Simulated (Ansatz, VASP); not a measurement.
## One calculation of CuI (Marshite), two programs

```xyz
2
Lattice="0.0000 3.0315 3.0315 3.0315 0.0000 3.0315 3.0315 3.0315 0.0000" Properties=species:S:1:pos:R:3 pbc="T T T"
I     0.0000    0.0000    0.0000
Cu    4.5473    4.5473    4.5473
```

Alike in both runs: functional PBEsol; k mesh 8 × 8 × 8; occupations fermi-dirac, width 0.05 eV; no spin polarisation; Hubbard terms Cu d U = 6.0 eV.

```csv
,VASP,Ansatz
version,VASP 6.6.1,Ansatz 0.2.0
potentials or method,"VASP PAW PBE potentials, release 64 (I, Cu)",Ansatz PAW
plane-wave cutoff (eV),520,420
valence electrons in the cell,18,36
task,single point,band structure
```

Ansatz gave:

```
gap on the k mesh at the Fermi level (eV) : 1.96
least direct gap on the mesh (eV)         : 1.96
pressure (GPa)                            : -1.6
```

Problem. Estimate VASP's values.

Solution. gap on the k mesh at the Fermi level (eV): 1.91; least direct gap on the mesh (eV): 1.91; pressure (GPa): -1.8.

The programs project onto different local orbitals, so the same U acts differently. The two sets of potentials don't hold the same shells in valence.

Caveats: spin-orbit coupling is left out, which moves the levels of the heavy elements; the PAW data sets were made with another functional, which shifts forces and pressure a little (VASP); the PAW data sets come from PBE, with cores solved anew for the run's functional, which leaves a small shift of forces and pressure (Ansatz).
